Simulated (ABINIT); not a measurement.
# In in ABINIT: convergence with smearing width

Input of the first run (smearing width 0.272 eV); the others differ in this setting and in those tied to it:

File run.abi:

```
# Pseudopotentials
pp_dirpath "./"
pseudos "In.GGA_PBE-JTH.xml"

# Structure
acell 3*1.0 Angstrom
rprim
    -1.6254700000     1.6254700000     2.4737000000
     1.6254700000    -1.6254700000     2.4737000000
     1.6254700000     1.6254700000    -2.4737000000
ntypat 1
znucl 49
natom 1
typat 1
xred
     0.0000000000     0.0000000000     0.0000000000

# Plane-wave basis
ecut 598.650497 eV
pawecutdg 44.0
pawxcdev 0

# k points
kptopt 1
ngkpt 11 11 11
nshiftk 1
shiftk 0.0 0.0 0.0

# Exchange and correlation
ixc -106131

# Bands and occupations
nband 11
occopt 6
tsmear 0.00999582

# SCF cycle
nstep 100
tolvrs 1.0e-9

# Output
iomode 3
prtwf 0
prtden 0
prteig 0
prtebands 0
```

Potentials or basis: JTH PAW PBE v2.0.

Run with:

```sh
$ abinit run.abi > log 2>&1
```

Hardware: 1 thread of Arm Neoverse N1 (shared host).

```csv
smearing width,energy less the tightest run (meV/atom),SCF cycles,CPU time (s),peak memory (GiB)
0.272 eV,-0.14,9,57,0.13
0.2 eV,-0.13,9,57,0.13
0.136 eV,-0.14,9,58,0.13
0.1 eV,-0.16,9,58,0.13
0.05 eV,-0.08,9,58,0.13
0.025 eV,-0.04,9,57,0.13
0.01 eV,0.00,9,57,0.13
```

Against the tightest run, the energy stays within 1 meV/atom from 0.272 eV on. Narrower smearing needs a denser k mesh, so at a fixed mesh the narrowest width isn't the most accurate. The tightest run that finished is the yardstick and may itself not be fully converged.
